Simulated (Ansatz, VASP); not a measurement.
**PbO2: VASP beside Ansatz**

```
Pb O
1.0
     0.00000    2.70199    2.70199
     2.70199    0.00000    2.70199
     2.70199    2.70199    0.00000
Pb O
1 2
Cartesian
  0.0000 0.0000 0.0000
  1.3510 1.3510 1.3510
  4.0530 4.0530 4.0530
```

Alike in both runs: task single point; functional PBE; k mesh 6 × 6 × 6; occupations gaussian, width 0.012 eV; no spin polarisation.

|  | VASP | Ansatz |
| --- | --- | --- |
| version | VASP 6.6.1 | Ansatz 0.2.0 |
| potentials or method | VASP PAW PBE potentials, release 64 (Pb_d, O) | scalar-relativistic, plane waves, PAW |
| plane-wave cutoff (eV) | 520 | 420 |
| valence electrons in the cell | 26 | 26 |

|  | VASP | Ansatz | Ansatz less VASP |
| --- | --- | --- | --- |
| gap on the k mesh at the Fermi level (eV) | none | none | - |
| pressure (GPa) | 0.2 | 0.0 | -0.20 |

A gap of «none» marks a metal or a gap that the smearing closes. With one functional, cell and mesh, what is left measures potentials, basis and numerics.

Spin-orbit coupling is left out, which matters for the levels of Pb.
